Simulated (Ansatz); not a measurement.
Li started in the widest void in rocksalt LiF, 65 atoms, charge +1

All numbers come from Ansatz (PAW, plane waves, no spin–orbit coupling) at the single k point (¼, ¼, ¼) without its symmetry partners. The atoms were relaxed with PBEsol in a fixed cell; other functionals are single points on those atoms unless said otherwise. The valence top and gap of the host come from its small cell on a dense mesh, with the band extrema sought between the mesh points, lined up by the mean potential, PBEsol gap 9.05 eV, HSE06 gap 11.54 eV. The charge correction uses an assumed dielectric constant of 9.0.

Cell: a = 8.015 Å, b = 8.015 Å, c = 8.015 Å, α = 90.00°, β = 90.00°, γ = 90.00°.

Nearest atoms after relaxation, from the placed atom (for vacancies from the middle of the vacant sites): F at 1.73 Å, F at 1.74 Å, F at 1.74 Å, F at 1.74 Å, Li at 2.13 Å, Li at 2.13 Å, Li at 2.13 Å, Li at 2.13 Å.

Chemical potentials μ are those of reference phases of the elements at zero temperature by the same functional (the usual solids, diamond for C, grey Sn, and the molecules H2, N2, O2, F2, Cl2, Br2 and S8).

| functional | E(defect) − E(host) − Σ nμ + q·E_VBM (eV) | monopole (eV) | alignment (eV) | formation energy at E_F = VBM (eV) | moment (μB) | wall time, shared host |
| --- | --- | --- | --- | --- | --- | --- |
| PBEsol | -4.41 | 0.28 | 0.08 | -4.05 | 0 (no spin) | 4 s on NVIDIA GB300 (relaxation) |

(1) Estimate the formation energy and moment that HSE06 gives on these atoms.

(2) How does the monopole term follow by hand for this cubic cell?

HSE06 one-electron levels near the gap (the ten most localised at most), from the host's valence top, not corrected for the charge's images:

| level (eV) | spin | filling | atoms sharing it | element of the atom with most weight |
| --- | --- | --- | --- | --- |
| -0.01 | both | 2.00 | 28.6 | spread |
| -0.01 | both | 2.00 | 28.6 | spread |

All elements are taken at their own reference at once; growth conditions in equilibrium with the host shift these energies, by up to the host's formation enthalpy.

One k point and a cell of this size can leave errors of several tenths of an eV in such numbers.

Results:

(1) -5.67 eV at E_F = VBM (-6.03 eV before the monopole term 0.28 eV and the alignment 0.08 eV), moment 0 (no spin).

(2) q²·α·e²/(4πε₀)/(2εL) with the Madelung constant α = 2.837 and e²/4πε₀ = 14.40 eV·Å: 1 × 2.837 × 14.40 / (2 × 9.0 × 8.015) = 0.28 eV.
